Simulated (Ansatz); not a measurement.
# TiAl₃: moving Al off its site

TiAl₃, I4/mmm, a = 3.816 Å, c = 8.554 Å. Ansatz: PBEsol, PAW, 420 eV, Γ-centred 18×18×18 mesh on 4 atoms, Gaussian smearing 0.15 eV; no spin polarisation.

```yaml
crystal:
  lattice:
    - [-1.90777, 1.90777, 4.27700]
    - [1.90777, -1.90777, 4.27700]
    - [1.90777, 1.90777, -4.27700]
  atoms:
    - { symbol: Ti, position: [0.00000, 0.00000, 0.00000] }
    - { symbol: Al, position: [0.50000, 0.50000, 0.00000] }
    - { symbol: Al, position: [0.75000, 0.25000, 0.50000] }
    - { symbol: Al, position: [0.25000, 0.75000, 0.50000] }
```

Atom 2 (Al) moves by x along the unit vector (0.000, 0.000, 1.000), with its periodic images; all else is held. y is the free energy of the cell over the start, F the force along the path summed over the moved atoms. Symmetry makes y even in x.

| x (Å) | y (meV) | F (eV/Å) |
| --- | --- | --- |
| -0.1000 | ? | ? |
| -0.0500 | 5.25 | 0.21 |
| 0.0000 | 0.00 | 0.00 |
| 0.0125 | 0.33 | -0.05 |
| 0.0250 | 1.31 | -0.10 |
| 0.0375 | 2.95 | -0.16 |
| 0.0625 | 8.21 | -0.26 |
| 0.0750 | 11.84 | -0.32 |
| 0.0875 | 16.14 | -0.37 |

Problem. Fit y = c2 x² + c4 x⁴ to the energies of the other rows, give the force constant, and predict energy and force of the missing row.

Solution. Least squares on the rows shown. y = 2095.7 x² + 1624.0 x⁴. The force constant is 2 c2 = 4.19 eV/Å² (for all images moving together, not for a lone atom). The force −dy/dx at the missing row is 0.43 eV/Å (computed 0.42). At x = -0.1000 the fit asked for gives 21.12 meV. The run gave 21.10 meV, so the fit is 0.02 meV too high, a small miss on the scale of the series.

Cost: 9 runs of about 3.6 core-minutes in all, on Intel Xeon 6975P-C (Granite Rapids) (shared hosts).